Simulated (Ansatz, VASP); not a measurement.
One calculation of Pt, two programs

```xyz
1
Lattice="-1.5842 1.5842 1.5842 1.5842 -1.5842 1.5842 1.5842 1.5842 -1.5842" Properties=species:S:1:pos:R:3 pbc="T T T"
Pt    0.0000    0.0000    0.0000
```

This isn't the form of Pt at room conditions, which is fcc.

Alike in both runs: task single point; functional PBEsol; k mesh 12 × 12 × 12; occupations fermi-dirac, width 0.05 eV; no spin polarisation.

|  | VASP | Ansatz |
| --- | --- | --- |
| version | VASP 6.6.1 | Ansatz 0.2.0 |
| potentials or method | VASP PAW PBE potentials, release 64 (Pt) | Ansatz PAW |
| plane-wave cutoff (eV) | 520 | 420 |
| valence electrons in the cell | 10 | 18 |

```tsv
	VASP	Ansatz	Ansatz less VASP
gap on the k mesh at the Fermi level (eV)	none	none	-
pressure (GPa)	-11.6	-11.2	+0.37
```

A gap of «none» marks a metal or a gap that the smearing closes. The two sets of potentials don't hold the same shells in valence.

Caveats: the PAW data sets were made with another functional, which shifts forces and pressure a little (VASP); the PAW data sets come from PBE, with cores solved anew for the run's functional, which leaves a small shift of forces and pressure (Ansatz). Spin-orbit coupling is left out, which matters for the levels of Pt.
